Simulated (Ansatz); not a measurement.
# VSe2 monolayer (2H): phonons and vibrational spectra, part 2 of 3

Wanted: phonon frequencies of VSe2 monolayer (2H) and what follows from them.

Ansatz 0.2.0; DFT PBE, scalar-relativistic, plane waves, PAW.

So far. Step 2 (Rough relaxation): The program solves this slab on a cell height of its own, 30.5 Å, in place of the one typed.

**4. Relaxing to small forces for the phonons**

Phonons need a cell at rest on their own settings, so the relaxation is repeated with tight tolerances on forces and stress, using the mesh and the filling of the phonon run that follows.

input.yaml reads:

```yaml
crystal:
  lattice:
    - [3.3394343505, 0.0, 0.0]
    - [-1.6697171752, 2.8920349818, 0.0]
    - [0.0, 0.0, 30.46]
  atoms:
    - { symbol: V, position: [0.3333333333, 0.6666666667, 0.3282994091], spin: 1.02 }
    - { symbol: Se, position: [0.6666666667, 0.3333333333, 0.380772148] }
    - { symbol: Se, position: [0.6666666667, 0.3333333333, 0.2758266701] }
  periodic: [true, true, false]
kpoints:
  mp_grid: { grid: [12, 12, 1] }
hamiltonian:
  xc: pbe
scf:
  occupations: { method: gaussian, width: 0.01 }
output:
  forces: true
  stress: true
  eigenvalues: true
  populations: true
  write_density: true
  write_potential: true
  elf: true
  volumetric_format: npy
magnetization:
  spin_polarized: true
relax:
  adjacent_minimum: "off"
  f_tol: 0.001
  max_steps: 60
  cell: { stress_2d_tol: 0.002 }
```

On the command line:

```sh
$ ansatz run input.yaml --threads 8 --pin off --max-ram 14336MiB --backend cpu --events-out ev --progress --plain --runs-dir out
```

Numbers of over 12 decimals in the logs are rounded to 6 here.

Log:

```text
[...]
Crystal: 3 atoms, lattice volume = 294.175 Å³
Basis set: ecut = 420 eV, 5801 PW (Γ), exchange–correlation on 48×48×432 points (8 copies of the dense FFT grid, shifted against one another)
Bands: 28, of which v1, the nominal top of the filled ones, is band 23 counted from 1 (22 counted from 0)
Symmetry: 12 space group operations
[...]
- [0, 0, 30.46]
  atoms:
    - { symbol: V, position: [0.333333, 0.666667, 0.328299] }
    - { symbol: Se, position: [0.666667, 0.333333, 0.380776] }
    - { symbol: Se, position: [0.666667, 0.333333, 0.275822] }
--- Löwdin populations: 3 sites ---
  site symbol       q [e]    m [muB]
     0      V     12.3535     1.1762
     1     Se     16.2257    -0.1015
     2     Se     16.2257    -0.1015
  spilling = 0.004335 (of n_electrons = 45.000000)
[key lines of the parts left out:]
SCF converged after 13 iterations
Magnetization: 1.0000 μB (23.0000 up, 22.0000 down)
Free energy (F): -13852.705244 eV
Fermi energy:    -5.427060 eV
P = ½ c Tr σ = 0.0003 N/m
```

Run time: 22 s. Hardware: 8 threads of Arm Neoverse V1, shared host; peak memory 0.95 GiB; 2.7 min of CPU time.

Little changed from the start: no atom moved by 0.005 Å and no cell edge by 0.1 %.

This step gave:

| Quantity | Value |
| --- | --- |
| site moments | 0.9260, -0.05520, -0.05520 μB |
| gap on the k-mesh | 0.2331 eV |
| gap by spin | 0.6790, 0.6105 eV |
| direct gap on mesh | 0.6790 eV |
| area per atom | 3.22 Å² |

Spin density in the ac plane at fractional y = 0.333, with atoms of Se within 0.2 Å of it.

Values in units of 1e-2 e/Å³, 24 rows by 14 columns, each cell a mean:
```
 0.0  0.0  0.0  0.0  0.0  0.0  0.0  0.0  0.0  0.0  0.0  0.0  0.0  0.0
 0.0  0.0  0.0  0.0  0.0  0.0  0.0  0.0  0.0  0.0  0.0  0.0  0.0  0.0
 0.0  0.0  0.0  0.0  0.0  0.0  0.0  0.0  0.0  0.0  0.0  0.0  0.0  0.0
 0.0  0.0  0.0  0.0  0.0  0.0  0.0  0.0  0.0  0.0  0.0  0.0  0.0  0.0
 0.0  0.0  0.0  0.0  0.0  0.0  0.0  0.0  0.0  0.0  0.0  0.0  0.0  0.0
 0.0  0.0  0.0  0.0  0.0  0.0  0.0  0.0  0.0  0.0  0.0  0.0  0.0  0.0
 0.0  0.0  0.0  0.0  0.0  0.0  0.0  0.0  0.0  0.0  0.0  0.0  0.0  0.0
 0.0  0.0  0.0  0.0  0.0  0.0  0.0  0.0  0.0  0.0  0.0  0.0  0.0  0.0
 0.0  0.0  0.0  0.0  0.0  0.0  0.0  0.0  0.0  0.0  0.0  0.0  0.0  0.0
 0.0  0.0  0.0  0.0  0.0  0.0  0.0  0.0  0.0  0.0  0.0  0.0  0.0  0.0
 0.0  0.0  0.0  0.0  0.0  0.0  0.0  0.0  0.0  0.0  0.0  0.0  0.0  0.0
 0.0  0.0  0.0  0.0  0.0  0.0  0.0  0.0  0.0  0.0  0.0  0.0  0.0  0.0
 0.0  0.0  0.0  0.0  0.0  0.0  0.0  0.0  0.0  0.0  0.0  0.0  0.0  0.0
 0.0  0.0  0.0  0.0  0.0  0.0  0.0  0.0  0.1  0.1  0.1  0.1  0.0  0.0
-0.5 -0.2 -0.1 -0.1 -0.3 -0.7 -1.0 -0.8  0.1  1.2  0.7 -0.4 -1.0 -0.9
 1.7  2.6  3.0  2.9  2.2  1.1  0.1 -0.6 -1.0 -1.1 -1.1 -0.9 -0.3  0.6
 2.2  3.2  3.8  3.6  2.8  1.6  0.5 -0.4 -0.9 -1.1 -1.1 -0.7 -0.1  0.9
-0.5 -0.2  0.0 -0.1 -0.3 -0.8 -1.1 -1.0  0.0  1.1  0.6 -0.6 -1.2 -1.0
 0.0  0.0  0.0  0.0  0.0  0.0  0.0  0.0  0.1  0.2  0.1  0.1  0.0  0.0
 0.0  0.0  0.0  0.0  0.0  0.0  0.0  0.0  0.0  0.0  0.0  0.0  0.0  0.0
 0.0  0.0  0.0  0.0  0.0  0.0  0.0  0.0  0.0  0.0  0.0  0.0  0.0  0.0
 0.0  0.0  0.0  0.0  0.0  0.0  0.0  0.0  0.0  0.0  0.0  0.0  0.0  0.0
 0.0  0.0  0.0  0.0  0.0  0.0  0.0  0.0  0.0  0.0  0.0  0.0  0.0  0.0
 0.0  0.0  0.0  0.0  0.0  0.0  0.0  0.0  0.0  0.0  0.0  0.0  0.0  0.0
```
Columns run along a (3.3 Å), rows up along c (30.5 Å). Atoms in or near the plane, at fractional coordinates: Se at (0.67, 0.38), Se at (0.67, 0.28).

Electrostatic potential energy in the ac plane at fractional y = 0.333, with atoms of Se within 0.2 Å of it. With pseudopotentials it is smooth inside the atoms' cores, unlike the true potential.

Ten even steps from '_' (-20 eV) to '@' (0 eV), each cell a mean:
```
@@@@@@@@@@@@@@@@@@@@@@@@@@@@@@@@@@
@@@@@@@@@@@@@@@@@@@@@@@@@@@@@@@@@@
@@@@@@@@@@@@@@@@@@@@@@@@@@@@@@@@@@
@@@@@@@@@@@@@@@@@@@@@@@@@@@@@@@@@@
@@@@@@@@@@@@@@@@@@@@@@@@@@@@@@@@@@
@@@@@@@@@@@@@@@@@@@@@@@@@@@@@@@@@@
@@@@@@@@@@@@@@@@@@@@@@@@@@@@@@@@@@
@@@@@@@@@@@@@@@@@@@@@@@@@@@@@@@@@@
@@@@@@@@@@@@@@@@@@@@@@@@@@@@@@@@@@
@@@@@@@@@@@@@@@@@@@@@@@@@@@@@@@@@@
@@@@@@@@@@@@@@@@@@@@@@@@@@@@@@@@@@
@@@@@@@@@@@@@@@@@@@@@@@@@@@@@@@@@@
@@@@@@@@@@@@@@@@@@@@@@@@@@@@@@@@@@
@@@@@@@@@@@@@@@@@@@@%%%%%%%%@@@@@@
**%%%%%%%%##++::____..::::..__..--
**++++++++++**==--------------==++
**++====++++**++==----------====++
**%%%%%%%%##++..____..::::..____::
@@@@@@@@@@@@@@@@@@%%%%%%%%%%%%@@@@
@@@@@@@@@@@@@@@@@@@@@@@@@@@@@@@@@@
@@@@@@@@@@@@@@@@@@@@@@@@@@@@@@@@@@
@@@@@@@@@@@@@@@@@@@@@@@@@@@@@@@@@@
@@@@@@@@@@@@@@@@@@@@@@@@@@@@@@@@@@
@@@@@@@@@@@@@@@@@@@@@@@@@@@@@@@@@@
```
Columns run along a (3.3 Å; values clipped at the 3rd and 97th percentile), rows up along c (30.5 Å). Atoms in or near the plane, at fractional coordinates: Se at (0.67, 0.38), Se at (0.67, 0.28).

Valence density in the ac plane at fractional y = 0.333, with atoms of Se within 0.2 Å of it. It is the smooth field of the valence electrons, not physical close to the nuclei.

Values in e/Å³, 24 rows by 14 columns, each cell a mean:
```
 0  0  0  0  0  0  0  0  0  0  0  0  0  0
 0  0  0  0  0  0  0  0  0  0  0  0  0  0
 0  0  0  0  0  0  0  0  0  0  0  0  0  0
 0  0  0  0  0  0  0  0  0  0  0  0  0  0
 0  0  0  0  0  0  0  0  0  0  0  0  0  0
 0  0  0  0  0  0  0  0  0  0  0  0  0  0
 0  0  0  0  0  0  0  0  0  0  0  0  0  0
 0  0  0  0  0  0  0  0  0  0  0  0  0  0
 0  0  0  0  0  0  0  0  0  0  0  0  0  0
 0  0  0  0  0  0  0  0  0  0  0  0  0  0
 0  0  0  0  0  0  0  0  0  0  0  0  0  0
 0  0  0  0  0  0  0  0  0  0  0  0  0  0
 0  0  0  0  0  0  0  0  0  0  0  0  0  0
 0  0  0  0  0  0  0  0  0  0  0  0  0  0
 0  0  0  0  0  0  1  3  8 16 13  5  2  1
 0  0  0  0  0  0  0  1  2  3  3  1  1  0
 0  0  0  0  0  0  0  1  1  2  1  1  1  0
 0  0  0  0  0  0  1  3  9 17 14  6  2  1
 0  0  0  0  0  0  0  0  0  0  0  0  0  0
 0  0  0  0  0  0  0  0  0  0  0  0  0  0
 0  0  0  0  0  0  0  0  0  0  0  0  0  0
 0  0  0  0  0  0  0  0  0  0  0  0  0  0
 0  0  0  0  0  0  0  0  0  0  0  0  0  0
 0  0  0  0  0  0  0  0  0  0  0  0  0  0
```
Columns run along a (3.3 Å), rows up along c (30.5 Å). Atoms in or near the plane, at fractional coordinates: Se at (0.67, 0.38), Se at (0.67, 0.28).

The largest force component left is 0.022 meV/Å, within the tolerances set.

**5. Modes at Γ**

The zone centre comes first: it holds the modes that light can see, as far as symmetry allows. No field response is asked.

input.yaml, the sections that differ from step 4:

```yaml
crystal:
  lattice:
    - [3.3395829188, 0.0, 0.0]
    - [-1.6697914594, 2.8921636457, 0.0]
    - [0.0, 0.0, 30.46]
  atoms:
    - { symbol: V, position: [0.3333333333, 0.6666666667, 0.3282994091], spin: 1.02 }
    - { symbol: Se, position: [0.6666666667, 0.3333333333, 0.3807764225] }
    - { symbol: Se, position: [0.6666666667, 0.3333333333, 0.2758223956] }
  periodic: [true, true, false]
output:
  eigenvalues: true
  populations: true
phonons:
  method: dfpt
# kpoints, hamiltonian, scf, magnetization: as in step 4
# relax: removed
```

Log:

```text
Warning: crystal.symmetry: narrowed to the stabiliser of the run's FFT grids — unitary ops 12 → 6. A phonons.method: dfpt run fills in the rows of the dynamical matrix that it does not solve by its symmetry operations, which is exact only for operations that map its FFT grids onto themselves: filled in by any other, the frequencies could depend on the order in which like atoms are typed, or, by more than the grids' own error, on where the crystal sits among the grids' points. Excluded: 6 operations. The run can therefore solve more perturbations, solve them on more k-points, or both, and cost more. [rest of the remark cut]
[...]
Crystal: 3 atoms, lattice volume = 294.202 Å³
Basis set: ecut = 420 eV, 5801 PW (Γ), exchange–correlation on 48×48×432 points (8 copies of the dense FFT grid, shifted against one another)
Bands: 28, of which v1, the nominal top of the filled ones, is band 23 counted from 1 (22 counted from 0)
Symmetry: 12 space group operations
[...]
k-points: 19 of 144 (time reversal used)
[...]
Starting moments: Σ|m| = 1.02 μB on 1 of 3 sites
[...]
SCF 1 converged in 12 iterations: F = -13852.705244 eV  dr2 = 1.53e-10
[...]
k-points: 43 of 144 (irreducible under 2 space group operations, time reversal used)
[...]
SCF iter   7: F=-13852.705244 eV  HF=-13852.705244 eV  |F-HF|=6.73e-11  |Δ(HF+E_count)|=  1.46e-11  Δρ=1.26e-8 (↑1.26e-8 ↓1.18e-8)  dr2=3.25e-12  dr2_m=1.70e-14  M=1.000 μB ∫|m|=1.320 μB  ethr=1.00e-12  ⟨swp⟩=8.1  Hψ=13704  notcnv=0
SCF 2 converged in 7 iterations: F = -13852.705244 eV  dr2 = 3.25e-12
[...]
DFPT response loops at Γ: preconditioner auto → none (the input reference at scf.mixing.eps_inf says where Resta's filter doesn't serve); β = 0.30; Broyden in place of MSR1
SCF converged after 7 iterations
Magnetization: 1.0000 μB (23.0000 up, 22.0000 down)
Absolute magnetization: 1.3133 μB (∫|ρ↑−ρ↓|, with the PAW one-centre terms)
[...]
Per-site moments (μB) at R_I (Å): [(0.926006, 1.033117), (-0.055196, 1.033117), (-0.055196, 1.033117)]
Free energy (F): -13852.705244 eV
[...]
Internal energy: -13852.705244 eV  (E = F + TS)
E sigma→0 (E₀):  -13852.705244 eV
Fermi energy:    -5.427061 eV
[...]
--- Band table (eV; the first three rows and the last of 86) ---
  k-point 0 ↑: bands = [... 19 lower, -6.9171, -6.2507, -6.2507, -5.5795, -2.8438, -2.8438, -2.7828, -2.7828, ... 1 higher]
  k-point 1 ↑: bands = [... 19 lower, -7.0685, -6.3684, -6.2152, -5.6145, -3.1858, -3.1715, -2.9382, -2.7761, ... 1 higher]
  k-point 2 ↑: bands = [... 19 lower, -6.9941, -6.6582, -6.3081, -5.7573, -3.7991, -3.5770, -3.3195, -2.6248, ... 1 higher]
  k-point 42 ↓: bands = [... 19 lower, -8.0487, -8.0356, -6.5671, -4.8883, -3.3467, -3.2424, -3.0007, -2.0285, ... 1 higher]
--- Phonons (Γ-DFPT): 6 representative perturbations + reference, on 43 of 144 k-points (Σ response iterations 21) ---
  ASR residual: 6.601e-5 → 0.000e0 eV/Å²; symmetrization residual: 2.196e-5 eV/Å²
  The last average, over the group as it would stand without the narrowing to the FFT grids, took up to 2.939e-6 eV/Å² of the zone centre's force constants
  ASR residual per site (eV/Å²): 2.62e-5 1.17e-5 6.60e-5
  Γ frequencies (cm⁻¹): 0.00 0.00 0.00 117.99 117.99 218.98 265.52 265.52 339.03
  non-analytic LO–TO correction: not included (Born effective charges unavailable; polar crystals: no LO–TO splitting at Γ)
--- Löwdin populations: 3 sites ---
  site symbol       q [e]    m [muB]
     0      V     12.3535     1.1762
     1     Se     16.2257    -0.1015
     2     Se     16.2257    -0.1015
  spilling = 0.004335 (of n_electrons = 45.000000)
```

The job ended after 74 s (8 threads; peak memory 2.4 GiB; 9.1 min of CPU time).

The column dr2 measures how far the density is from self-consistency, as an energy; F and HF (Harris–Foulkes) agree once it is small.

Numbers from this step:

| Property | Result |
| --- | --- |
| magnetization | 1.000 μB |
| sum-rule residual before enforcement | 6.60e-5 eV/Å² |
| point group | -6m2 |
| highest optical mode at the zone centre (no LO-TO term) | 339.0 cm⁻¹ |
| lowest optical zone-centre mode | 118.0 cm⁻¹ |

Without the LO-TO term. Patterns of degenerate modes are one choice out of their space. Modes at Γ, with each element's share of the kinetic energy:

| mode | frequency (cm⁻¹) | symmetry | V % | Se % |
| --- | --- | --- | --- | --- |
| 1 | 0.0 | acoustic | 24 | 76 |
| 2 | 0.0 | acoustic | 24 | 76 |
| 3 | 0.0 | acoustic | 24 | 76 |
| 4 | 118.0 | E'' | 0 | 100 |
| 5 | 118.0 | E'' | 0 | 100 |
| 6 | 219.0 | A1' | 0 | 100 |
| 7 | 265.5 | E' | 76 | 24 |
| 8 | 265.5 | E' | 76 | 24 |
| 9 | 339.0 | A2'' | 76 | 24 |

Displacements in mode 4 (118.0 cm⁻¹), the largest set to 1:
```
V1   0.00  0.00  0.00
Se2  1.00 -0.57  0.00
Se3 -1.00  0.57  0.00
```

Displacements in mode 9 (339.0 cm⁻¹), the largest set to 1:
```
V1   0.00  0.00  1.00
Se2  0.00  0.00 -0.32
Se3  0.00  0.00 -0.32
```

Before it was imposed, the acoustic sum rule was missed by 6.6e-5 eV/Å². Small misses are needed for a sound result but don't prove that mesh and cutoff are converged. The lowest optical mode is real, 118 cm⁻¹.

[end of part 2 of 3]

[Logs are printed without paths, hosts, clocks, repeated set-up lines and the standing remarks that a program may print on its own settings, such as how far it seeks lower states.]

[Hosts, paths, dates, database ids (printed as entryN), source tags and the programs' standing remarks are cut or masked in the printed files.]
